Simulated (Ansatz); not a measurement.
# Phonons of HfO2 (Fm-3m) against volume, part 2 of 2

Aim: how do the optical modes of HfO2 (Fm-3m) move with volume?

Ansatz 0.2.0; DFT PBEsol, scalar-relativistic, plane waves, PAW; PAW set soft_1.

So far, mean static dielectric tensor (ions relaxed, fixed cell): step 5 (modes at rest) 36.7; step 7 (volume ratio 1.06) 60.2.

## Step 8: Ground state of a member: 0.9 times the volume at rest

The cell is set to 0.9 times the volume at rest; symmetry leaves nothing else free, so this is a single point.

input.yaml reads:

```yaml
crystal:
  lattice:
    - [0.0, 2.4352098971, 2.4352098971]
    - [2.4352098971, 0.0, 2.4352098971]
    - [2.4352098971, 2.4352098971, 0.0]
  atoms:
    - { symbol: O, position: [0.25, 0.25, 0.25] }
    - { symbol: O, position: [0.75, 0.75, 0.75] }
    - { symbol: Hf, position: [0.0, 0.0, 0.0] }
kpoints:
  mp_grid: { grid: [8, 8, 8] }
hamiltonian:
  xc: pbesol
  pseudopotentials: { kind: paw, azcp: { folder: soft_1 }, xc_functional: pbe }
scf:
  occupations: { method: fixed }
output:
  forces: true
  stress: true
  eigenvalues: true
```

Started as:

```sh
$ ansatz run input.yaml --threads 4 --pin off --max-ram 10240MiB --backend cpu --events-out ev --progress --plain --runs-dir out
```

The job ended after 0.6 s (4 threads of AMD EPYC 7B13 (Zen 3), shared host; peak memory 0.34 GiB; 1.4 s of CPU time).

This step gave:

```yaml
pressure: 34.80 GPa
gap_on_the_k_mesh: 3.920 eV
volume_per_atom: 9.628 Å³
```

The forces vanish by symmetry, at a pressure of 34.80 GPa.

## Step 9: Zone-centre modes of the member: 0.9 times the volume at rest

The zone-centre modes follow for 0.9 times the volume at rest, with the response to a field.

input.yaml: that of step 8 with these lines changed.

```diff
@@ -17,4 +17,6 @@
 output:
-  forces: true
-  stress: true
   eigenvalues: true
+phonons:
+  method: dfpt
+  dielectric: true
+  rigid_motions: translations
```

Wall time 9.6 s (4 threads); peak memory 0.6 GiB.

Numbers from this step:

- sum-rule residual before enforcement: 3.71e-5 eV/Å²
- miss of the charge sum rule: 2.16e-6 e
- highest optical mode at the zone centre (no LO-TO term): 677.8 cm⁻¹
- lowest optical zone-centre mode: 339.3 cm⁻¹
- mean high-frequency dielectric constant: 5.374
- largest Born charge (third of the trace): 5.622 e
- mean static dielectric constant: 22.61
- top of the zone-centre spectrum with the field: 696.0 cm⁻¹

Without the LO-TO term. Patterns of degenerate modes are one choice out of their space. Modes at Γ, with each element's share of the kinetic energy:

```csv
mode,frequency (cm⁻¹),symmetry,O %,Hf %
1,0.0,acoustic,15,85
2,0.0,acoustic,15,85
3,0.0,acoustic,15,85
4,339.3,T1u,85,15
5,339.3,T1u,85,15
6,339.3,T1u,85,15
7,677.8,T2g,100,0
8,677.8,T2g,100,0
9,677.8,T2g,100,0
```

Displacements in mode 5 (339.3 cm⁻¹), the largest set to 1:
```
O1   0.00  0.42  1.00
O2   0.00  0.42  1.00
Hf3  0.00 -0.08 -0.18
```

Displacements in mode 7 (677.8 cm⁻¹), the largest set to 1:
```
O1   1.00  0.00  0.00
O2  -1.00  0.00  0.00
Hf3  0.00  0.00  0.00
```

Transverse modes. Infrared lines, with heights relative to the strongest:

| position (cm⁻¹) | label | relative intensity |
| --- | --- | --- |
| 339 | T1u | 100 |
| 678 | T2g | 0.0 |

Without the LO-TO term the lowest optical mode is real, 339 cm⁻¹, and the highest lies at 677.8 cm⁻¹.

Between step 5 and this run (volume ratio 0.9) the value for the mean static dielectric tensor (ions relaxed, fixed cell) moves from 36.7 to 22.6 (-38 %).

## Step 10: All members side by side

The members are set side by side, also those not shown above.

Each row is one cell with its response, relaxed at fixed volume as far as symmetry leaves anything free; energies are extrapolated to zero smearing, and E0 is that at rest; shape and atoms are relaxed in each cell where symmetry leaves them free. State of the crystal along the series:

| volume ratio | V (Å³/atom) | pressure (GPa) | E - E0 (meV/atom) | gap on mesh (eV) | ε∞ | ε0 | largest Born charge in size, a third of the trace (e) | top mode with the field, highest of q along x, y and z (cm⁻¹) |
| --- | --- | --- | --- | --- | --- | --- | --- | --- |
| 0.9 | 9.628 | 34.8 | 106 | 3.92 | 5.374 | 22.61 | 5.622 | 696 |
| 0.92 | 9.841 | 26.3 | 65.34 | 3.873 | 5.368 | 24.42 | 5.607 | 679.1 |
| 0.94 | 10.05 | 18.66 | 35.44 | 3.826 | 5.366 | 26.59 | 5.594 | 662.8 |
| 0.96 | 10.27 | 11.77 | 15.18 | 3.778 | 5.368 | 29.24 | 5.583 | 647 |
| 0.98 | 10.48 | 5.577 | 3.693 | 3.734 | 5.372 | 32.52 | 5.572 | 631.8 |
| 0.99 | 10.59 | 2.716 | 0.9019 | 3.711 | 5.375 | 34.48 | 5.567 | 624.5 |
| 1 | 10.7 | 0.001678 | 0 | 3.688 | 5.38 | 36.7 | 5.563 | 617.2 |
| 1.02 | 10.91 | -5.023 | 3.52 | 3.642 | 5.39 | 42.17 | 5.555 | 603.1 |
| 1.04 | 11.12 | -9.555 | 13.17 | 3.596 | 5.402 | 49.57 | 5.549 | 589.5 |
| 1.06 | 11.34 | -13.63 | 28.72 | 3.551 | 5.418 | 60.22 | 5.543 | 576.4 |

Without the LO-TO term; each mode is tracked from rest by its pattern, and modes that stay within 0.3 cm⁻¹ of each other stand once; shape and atoms are relaxed in each cell where symmetry leaves them free. Optical modes along the series:

```csv
V (Å³/atom),mode 4 T1u (cm⁻¹),mode 7 T2g (cm⁻¹)
9.628,339.3,677.8
9.841,318.4,656.5
10.05,297.7,636.3
10.27,277.2,616.8
10.48,256.8,598.1
10.59,246.6,589.1
10.7,236.3,580.2
10.91,215.6,563
11.12,194.6,546.6
11.34,172.9,530.8
```

From cubic fits (parabolas where under five rows exist) of ln ω and P against ln V through the rows within about 4 % of rest: γ = −d ln ω / d ln V and dω/dP = γ ω / B. Slopes at rest:

```csv
mode,fitted frequency at rest (cm⁻¹),Grüneisen parameter γ,dω/dP (cm⁻¹/GPa)
mode 4 T1u,236.3,4.35,3.89
mode 7 T2g,580.2,1.51,3.32
```

## Step 11: Results

```
members                                                          : 10
highest optical mode at the zone centre (no LO-TO term), at rest : 580.2 cm⁻¹
bulk modulus at rest                                             : 264 GPa
mode 4 T1u, γ                                                    : 4.35
mode 7 T2g, γ                                                    : 1.51
```

In words: The series spans -13.6 to 34.8 GPa, and the slope at rest gives a bulk modulus of 264 GPa. Among the modes in the table of slopes γ runs from 1.51 (mode 7 T2g) to 4.35 (mode 4 T1u). ε∞ is 5.38 at rest, with d ln ε∞ / d ln V = 0.08. One k mesh and one cutoff serve the ground states and modes of all volumes; the field response picks its own mesh. These are harmonic frequencies at zero temperature: anharmonic shifts, linewidths and thermal expansion are left out. Spin-orbit coupling is left out, which can matter for the heavy elements here. The PAW files were made for PBE; the program adapts parts of them to the functional of the run, but their partial waves stay those of PBE, an approximation that was not tested in this session. Only the zone centre was solved, so an instability at another wavevector cannot show here. The cubic phase of this oxide is a high-temperature one, known to be unstable at zero temperature to an oxygen mode at X.

[Logs are printed without paths, hosts, clocks, repeated set-up lines and the standing remarks that a program may print on its own settings, such as how far it seeks lower states.]

[Hosts, paths, dates, database ids (printed as entryN), source tags and the programs' standing remarks are cut or masked in the printed files.]
